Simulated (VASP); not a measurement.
# MgTe (F-43m) in VASP: notebook

Runs on MgTe. Level: PBEsol. Tasks: relaxation of cell and atoms.

Program: VASP 6.6.1. These are calculated values, not measurements. Logs are shortened: lines on timing, memory, paths and dates and some standing lists are left out, and cuts for length are marked.

### 1 The structure

Symmetry: F-43m, No. 216, cubic system. The conventional cell has a = 6.464 Å, b = 6.464 Å, c = 6.464 Å, α = 90.00°, β = 90.00°, γ = 90.00°. Mg (site symmetry -43m) has 4 Te at 2.80 Å as nearest neighbours. Te (site symmetry -43m) has 4 Mg at 2.80 Å as nearest neighbours.

The cell was built by a generator and needn't be a form met in nature.

### 2 Relaxation of cell and atoms, PBEsol

INCAR

```
PREC = Accurate ; ENCUT = 600
EDIFF = 1E-6 ; ISMEAR = 0
SIGMA = 0.03 ; LREAL = F
LASPH = T ; NELM = 80
ALGO = Normal ; ISIF = 3
LWAVE = F ; LCHARG = F
GGA = PS ; IBRION = 2
NSW = 90 ; EDIFFG = -0.01
```

KPOINTS

```
Automatic mesh
0
Gamma
  8 8 8
```

POSCAR

```
MgTe
1.0
    0.0000000000      3.2319988200      3.2319988200
    3.2319988200      0.0000000000      3.2319988200
    3.2319988200      3.2319988200      0.0000000000
Mg Te
1 1
Direct
    0.0000000000      0.0000000000      0.0000000000
    0.2500000000      0.2500000000      0.2500000000
```

Potentials or basis: VASP PAW PBE potentials, release 64 (Mg, Te).

The run is started by

```bash
> cat potpaw_PBE.64/Mg/POTCAR potpaw_PBE.64/Te/POTCAR > POTCAR
> mpirun -np 1 vasp_std > vasp.out
```

OUTCAR:

```text
PREC = Accurate
   ENCUT = 600
   EDIFF = 1E-6
   ISMEAR = 0
   LREAL = F
   LASPH = T
   NELM = 80
   ISIF = 3
   GGA = PS
   IBRION = 2
   NSW = 90
   EDIFFG = -0.01

 ion  position               nearest neighbor table
   1  0.000  0.000  0.000-   2 2.80   2 2.80   2 2.80   2 2.80
   2  0.250  0.250  0.250-   1 2.80   1 2.80   1 2.80   1 2.80

  LATTYP: Found a face centered cubic cell.
 ALAT       =     6.4639976400

  Lattice vectors:

 A1 = (   0.0000000000,   3.2319988200,   3.2319988200)
 A2 = (   3.2319988200,   0.0000000000,   3.2319988200)
 A3 = (   3.2319988200,   3.2319988200,   0.0000000000)

Analysis of symmetry for initial positions (statically):
=====================================================================
 Subroutine PRICEL returns:
 Original cell was already a primitive cell.

 Routine SETGRP: Setting up the symmetry group for a
 face centered cubic supercell.

 Subroutine GETGRP returns: Found 24 space group operations
 (whereof 24 operations were pure point group operations)
 out of a pool of 48 trial point group operations.

The static configuration has the point symmetry T_d .

Analysis of symmetry for dynamics (positions and initial velocities):
=====================================================================
 Subroutine PRICEL returns:
 Original cell was already a primitive cell.

 Routine SETGRP: Setting up the symmetry group for a
 face centered cubic supercell.

 Subroutine GETGRP returns: Found 24 space group operations
 (whereof 24 operations were pure point group operations)
 out of a pool of 48 trial point group operations.

The dynamic configuration has the point symmetry T_d .

 Subroutine INISYM returns: Found 24 space group operations
 (whereof 24 operations are pure point group operations),
 and found     1 'primitive' translations

----------------------------------------------------------------------------------------

                                     Primitive cell

  volume of cell :      67.5217

  direct lattice vectors                    reciprocal lattice vectors
     0.000000000  3.231998820  3.231998820    -0.154703027  0.154703027  0.154703027
     3.231998820  0.000000000  3.231998820     0.154703027 -0.154703027  0.154703027
     3.231998820  3.231998820  0.000000000     0.154703027  0.154703027 -0.154703027

  length of vectors
     4.570736565  4.570736565  4.570736565     0.267953502  0.267953502  0.267953502

  position of ions in fractional coordinates (direct lattice)
     0.000000000  0.000000000  0.000000000
     0.250000000  0.250000000  0.250000000

  ion indices of the primitive-cell ions
   primitive index   ion index
                 1           1
                 2           2

----------------------------------------------------------------------------------------

 KPOINTS: Automatic mesh

Automatic generation of k-mesh.
 Grid dimensions read from file:
 generate k-points for:    8    8    8

 Generating k-lattice:

  Cartesian coordinates                     Fractional coordinates (reciprocal lattice)
    -0.019337878  0.019337878  0.019337878     0.125000000  0.000000000  0.000000000
     0.019337878 -0.019337878  0.019337878     0.000000000  0.125000000  0.000000000
     0.019337878  0.019337878 -0.019337878     0.000000000  0.000000000  0.125000000

  Length of vectors
     0.033494188  0.033494188  0.033494188

  Shift w.r.t. Gamma in fractional coordinates (k-lattice)
     0.000000000  0.000000000  0.000000000

 Subroutine IBZKPT returns following result:
 ===========================================

[... 54 lines left out ...]
   ISYM   =      2    0-nonsym 1-usesym 2-fastsym
   POTIM  = 0.5000    time-step for ionic-motion
   TEBEG  =    0.0;   TEEND  =   0.0 temperature during run
   PSTRESS=    0.0 pullay stress
   NELECT =       8.0000    total number of electrons
   NUPDOWN=      -1.0000    fix difference up-down
   EMIN   =  10.00;   EMAX   =-10.00  energy-range for DOS
   EFERMI =   0.00;   METHOD = LEGACY
   ISMEAR =     0;   SIGMA  =   0.03  broadening in eV -4-tet -1-fermi 0-gaus
   EFERMI_NEDOS =   21; number of points for ismear=-14 and -15
   IALGO  =     38    algorithm
   IMIX   =      4    mixing-type and parameters
     AMIX     =   0.40;   BMIX     =  1.00
     AMIX_MAG =   1.60;   BMIX_MAG =  1.00
  volume/ion in A,a.u.               =      33.76       227.83
  Fermi-wavevector in a.u.,A,eV,Ry     =   0.804063  1.519460  8.796411  0.646518
  Thomas-Fermi vector in A             =   1.912049
   LORBIT       =      0    0 simple, 1 ext, 2 COOP (PROOUT), +10 PAW based schemes
   GGA     = PS    functional components
   LHFCALC =     F    Hartree Fock is set to
   AEXX    =    0.0000 exact exchange contribution
   IVDW    =     0    specifies the selected vdW correction
   LEPSILON=     F    determine dielectric tensor
   LRPA    =     F    only Hartree local field effects (RPA)
 conjugate gradient relaxation of ions
 non-spin polarized calculation
 Gauss-broadening in eV      SIGMA  =   0.03
  energy-cutoff  :      600.00
  volume of cell :       67.52
 maximum number of plane-waves:      2272
 NGX is ok and might be reduce to    40
   NGX = 19   NGY = 19   NGZ = 19

--------------------------------------- Ionic step        1  -------------------------------------------

 number of electron       8.0000000 magnetization

 Free energy of the ion-electron system (eV)
  ---------------------------------------------------
  ext. energy  EPLUGINS =         0.00000000
  ---------------------------------------------------
  free energy    TOTEN  =        -6.89221510 eV

  energy without entropy =       -6.89221510  energy(sigma->0) =       -6.89221510

------------------------ aborting loop because EDIFF is reached ----------------------------------------

  FORCE on cell =-STRESS in cart. coord.  units (eV):
  Direction    XX          YY          ZZ          XY          YZ          ZX
  --------------------------------------------------------------------------------------
  -------------------------------------------------------------------------------------
  Total       -0.1609288     -0.1609288     -0.1609288      0.0000000      0.0000000      0.0000000
  in kB       -3.8185708     -3.8185708     -3.8185708      0.0000000      0.0000000      0.0000000
  external PRESSURE =      -3.8185708 kB  Pullay stress =       0.0000000 kB

 VOLUME and BASIS-vectors are now :
 -----------------------------------------------------------------------------
  energy-cutoff  :      600.00
  volume of cell :       67.52
      direct lattice vectors                 reciprocal lattice vectors
     0.000000000  3.231998820  3.231998820    -0.154703027  0.154703027  0.154703027
     3.231998820  0.000000000  3.231998820     0.154703027 -0.154703027  0.154703027
     3.231998820  3.231998820  0.000000000     0.154703027  0.154703027 -0.154703027

 POSITION                                       TOTAL-FORCE (eV/Angst)
 -----------------------------------------------------------------------------------
      0.00000      0.00000      0.00000        -0.000000     -0.000000     -0.000000
      1.61600      1.61600      1.61600         0.000000      0.000000      0.000000
 -----------------------------------------------------------------------------------
    total drift:                                0.000000      0.000000      0.000000

  FREE ENERGIE OF THE ION-ELECTRON SYSTEM (eV)
  ---------------------------------------------------
  free  energy   TOTEN  =        -6.8922151004 eV

  energy  without entropy=       -6.8922151004  energy(sigma->0) =       -6.89221510

--------------------------------------- Ionic step        2  -------------------------------------------

 number of electron       8.0000000 magnetization

 Free energy of the ion-electron system (eV)
  ---------------------------------------------------
  ext. energy  EPLUGINS =         0.00000000
  ---------------------------------------------------
  free energy    TOTEN  =        -6.89310070 eV

  energy without entropy =       -6.89310070  energy(sigma->0) =       -6.89310070

 E-fermi :   1.9820     XC(G=0):  -8.0436

 val. band max:        1.8602901360   @ k =   0.0000   0.0000   0.0000
 cond. band min:       4.2096029399   @ k =   0.0000   0.0000   0.0000
 fundamental gap:      2.3493128039
 Fermi energy:         1.9820114005

 k-point     1 :       0.0000    0.0000    0.0000
  band No.  band energies     occupation
      1      -8.3912      2.00000
      2       1.8603      2.00000
      3       1.8603      2.00000
      4       1.8603      2.00000
      5       4.2096      0.00000
      6       7.2914      0.00000
      7       7.2914      0.00000
      8       7.2914      0.00000
[... 243 lines left out ...]
 k-point    24 :      -0.3750    0.2500    0.1250
  band No.  band energies     occupation
      1      -7.6842      2.00000
      2      -1.1463      2.00000
      3       0.3595      2.00000
      4       1.0662      2.00000
      5       6.1415      0.00000
      6       6.6439      0.00000
      7       8.5232      0.00000
      8       9.0253      0.00000

 [... further k-points ...]

------------------------ aborting loop because EDIFF is reached ----------------------------------------

  FORCE on cell =-STRESS in cart. coord.  units (eV):
  Direction    XX          YY          ZZ          XY          YZ          ZX
  --------------------------------------------------------------------------------------
  -------------------------------------------------------------------------------------
  Total        0.0106451      0.0106451      0.0106451      0.0000000      0.0000000      0.0000000
  in kB        0.2555556      0.2555556      0.2555556      0.0000000      0.0000000      0.0000000
  external PRESSURE =       0.2555556 kB  Pullay stress =       0.0000000 kB

 VOLUME and BASIS-vectors are now :
 -----------------------------------------------------------------------------
  energy-cutoff  :      600.00
  volume of cell :       66.74
      direct lattice vectors                 reciprocal lattice vectors
    -0.000000000  3.219452793  3.219452793    -0.155305896  0.155305896  0.155305896
     3.219452793  0.000000000  3.219452793     0.155305896 -0.155305896  0.155305896
     3.219452793  3.219452793  0.000000000     0.155305896  0.155305896 -0.155305896

 POSITION                                       TOTAL-FORCE (eV/Angst)
 -----------------------------------------------------------------------------------
      6.43891      6.43891      6.43891         0.000000      0.000000      0.000000
      1.60973      1.60973      1.60973        -0.000000     -0.000000     -0.000000
 -----------------------------------------------------------------------------------
    total drift:                                0.000000      0.000000      0.000000

  FREE ENERGIE OF THE ION-ELECTRON SYSTEM (eV)
  ---------------------------------------------------
  free  energy   TOTEN  =        -6.8931006975 eV

  energy  without entropy=       -6.8931006975  energy(sigma->0) =       -6.89310070

 reached required accuracy - stopping structural energy minimisation
```

Wall time 28 s (1 thread of Intel Xeon Platinum 8375C at 2.90GHz (Ice Lake), shared host); peak memory 0.24 GiB.

What came out:

| Item | Value |
| --- | --- |
| Free energy | -6.8931 eV |
| Relaxed volume | 33.37 Å³/atom |
| Relaxed cell | a = 4.553 Å, b = 4.553 Å, c = 4.553 Å, α = 60.00°, β = 60.00°, γ = 60.00° |
| Space group after relaxing (to 0.05 Å) | F-43m (No. 216) |
| Energy gained by relaxing | 0.4 meV/atom |
| Ionic steps | 2 |
| Pressure after relaxing | 0.0 GPa |
| Band gap on the k mesh | 2.35 eV, direct |

Step by step:
| step | energy change (eV) | largest force (eV/Å) | pressure (GPa) | volume (Å³) |
| --- | --- | --- | --- | --- |
| 1 | 0.0000 | 0.0000 | -0.38 | 67.52 |
| 2 | -0.0009 | 0.0000 | 0.03 | 66.74 |

Final structure:
```
Mg Te
1.0
     0.00000    3.21945    3.21945
     3.21945    0.00000    3.21945
     3.21945    3.21945    0.00000
Mg Te
1 1
Direct
  0.00000 0.00000 0.00000
  0.25000 0.25000 0.25000
```

Levels at points of the mesh, in eV from the valence-band top:
```tsv
k point	band 2	band 3	band 4	band 5	band 6	band 7
(0.00, 0.00, 0.00)	0.00	0.00	0.00	2.35	5.43	5.43
(0.50, 0.00, 0.00)	-3.29	-0.43	-0.43	3.17	5.47	5.47
(0.50, 0.50, 0.00)	-3.10	-1.21	-1.21	2.70	3.48	9.60
```

Caveat: the PAW data sets were made with another functional, which shifts forces and pressure a little; spin-orbit coupling is left out, which moves the levels of the heavy elements. As with any semilocal functional, this PBEsol gap is likely too small.

(Part 1 of 2 ends here.)
